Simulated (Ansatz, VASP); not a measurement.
**Pt: VASP beside Ansatz**

File INCAR:

```
SYSTEM = Pt
  PREC = Accurate
  ENCUT = 520
  EDIFF = 1E-7
  ISMEAR = -1
  SIGMA = 0.05
  LREAL = .FALSE.
  LASPH = .TRUE.
  NELM = 60
  ALGO = Normal
  ISIF = 2
  LWAVE = .FALSE.
  LCHARG = .TRUE.
  GGA = CA
  LELF = .TRUE.
  LVHAR = .TRUE.
  NBANDS = 11
```

KPOINTS

```
Automatic mesh
0
G
  12 12 12
  0 0 0
```

File POSCAR:

```
Pt
1.0
   -1.5628089970      1.5628089970      1.5628089970
    1.5628089970     -1.5628089970      1.5628089970
    1.5628089970      1.5628089970     -1.5628089970
Pt
1
Direct
    0.0000000000      0.0000000000      0.0000000000
```

Contents of input.yaml:

```yaml
crystal:
  lattice:
    - [-1.562808997, 1.562808997, 1.562808997]
    - [1.562808997, -1.562808997, 1.562808997]
    - [1.562808997, 1.562808997, -1.562808997]
  atoms:
    - { symbol: Pt, position: [0.0, 0.0, 0.0] }
kpoints:
  mp_grid: { grid: [12, 12, 12] }
scf:
  occupations: { method: fermi_dirac, width: 0.05 }
hamiltonian:
  xc: lda
  pseudopotentials: { kind: all_electron, lapw: { basis_error: 0.001 } }
output:
  forces: true
  stress: true
  eigenvalues: true
```

Change from the starting cell: volume scaled by 0.96.

Alike in both runs: task single point; functional LDA; k mesh 12 × 12 × 12; occupations fermi-dirac, width 0.05 eV; no spin polarisation.

|  | VASP | Ansatz |
| --- | --- | --- |
| version | VASP 6.6.1 | Ansatz 0.2.0 |
| potentials or method | VASP PAW LDA potentials, release 64 (Pt) | all-electron LAPW, scalar-relativistic |
| plane-wave cutoff (eV) | 520 | see its input |

Ansatz gave:

- gap on the k mesh at the Fermi level (eV): none
- pressure (GPa): -6.6

Task: What did VASP give for the same quantities?

Result: gap on the k mesh at the Fermi level (eV): none; pressure (GPa): -6.0.

A gap of «none» marks a metal or a gap that the smearing closes. Ansatz ran all-electron here, so the differences hold the error of VASP's frozen core and of both bases.

Spin-orbit coupling is left out, which matters for the levels of Pt.
